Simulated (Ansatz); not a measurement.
**TiNi and the effect of the choice of potentials or basis**

Symmetry: P4/mmm, No. 123, tetragonal system. Conventional cell: a = 2.736 Å, b = 2.736 Å, c = 3.581 Å, α = 90.00°, β = 90.00°, γ = 90.00°. Around Ni (site symmetry 4/mmm) lie 8 Ti at 2.64 Å and 4 Ni at 2.74 Å. Ti (site symmetry 4/mmm) has 8 Ni at 2.64 Å and 4 Ti at 2.74 Å as nearest neighbours.

The cell comes from a database or a generator and needn't be the stable form of this composition.

Kept alike: task equation of state; functional PBEsol; k mesh 10 × 10 × 8; occupations fermi-dirac, width 0.05 eV; collinear spin, ferromagnetic start. Program: Ansatz. Cutoffs run from 420 to 2400 eV. The mesh is that of the run's cell of 2 atoms. No spin-orbit coupling.

| choice of potentials or basis | volume (Å³/atom) | bulk modulus (GPa) |
| --- | --- | --- |
| Ansatz PAW (files of its older set among them) (made for PBE) | 12.887 | 173.2 |
| Ansatz PAW (made for PBE) | 12.889 | 173.3 |
| JTH PAW (made for PBE) | 12.936 | 172.2 |
| PseudoDojo standard (made for PBE) | 12.889 | 172.9 |
| PseudoDojo stringent (made for PBE) | 12.890 | 173.0 |

For a metal such a mesh leaves the last digits unconverged. Volume and modulus come from cells scaled at fixed shape and fractions; off cubic symmetry such a modulus can lie above the relaxed one. The moments vanished: the runs ended non-magnetic.

Problem. What does the choice of potentials or basis change here?

Solution. The volume runs from 12.887 (Ansatz PAW (files of its older set among them) (made for PBE)) to 12.936 Å³/atom (JTH PAW (made for PBE)). The bulk modulus runs from 172.2 (JTH PAW (made for PBE)) to 173.3 GPa (Ansatz PAW (made for PBE)).
